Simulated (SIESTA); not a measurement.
The system is TiC.

```
CELL_PARAMETERS angstrom
0.00000 2.16572 2.16572
2.16572 0.00000 2.16572
2.16572 2.16572 0.00000
ATOMIC_POSITIONS crystal
Ti 0.00000 0.00000 0.00000
C 0.50000 0.50000 0.50000
```

The cell is a database's computed one.

Base run:

| Item | Value |
| --- | --- |
| Program | SIESTA 5.4.2 |
| Functional | PBEsol |
| Potentials or basis | PseudoDojo 0.4 standard (PBEsol files) |
| Basis | DZP (energy shift 0.003 Ry; two zetas on semicore shells) |
| Grid cutoff | 800 Ry |
| Energy shift | 0.003 Ry |
| k mesh | 11 × 11 × 11 |
| Occupations | fermi-dirac, width 0.05 eV |
| Spin | no spin polarisation |

Its results: band gap on the k mesh none (metal or under the smearing width); pressure -5.4 GPa.

Task: After a change of settings the same cell gave: band gap on the k mesh none (metal or under the smearing width); pressure -6.3 GPa. Which change was it?
A. functional from PBEsol to BLYP; potentials or basis from PseudoDojo 0.4 standard (PBEsol files) to PseudoDojo 0.4 standard (PBE files)
B. functional from PBEsol to LDA; potentials or basis from PseudoDojo 0.4 standard (PBEsol files) to PseudoDojo 0.4 standard (LDA files)
C. functional from PBEsol to vdW-DF-cx; potentials or basis from PseudoDojo 0.4 standard (PBEsol files) to PseudoDojo 0.4 standard (PBE files)
D. functional from PBEsol to AM05

Result: D.

Caveats: the basis of atomic orbitals isn't converged, which shifts pressures, moduli and gaps; the potentials were made for another functional, which shifts forces and pressure (some runs).

Not every run made on this cell is shown here.
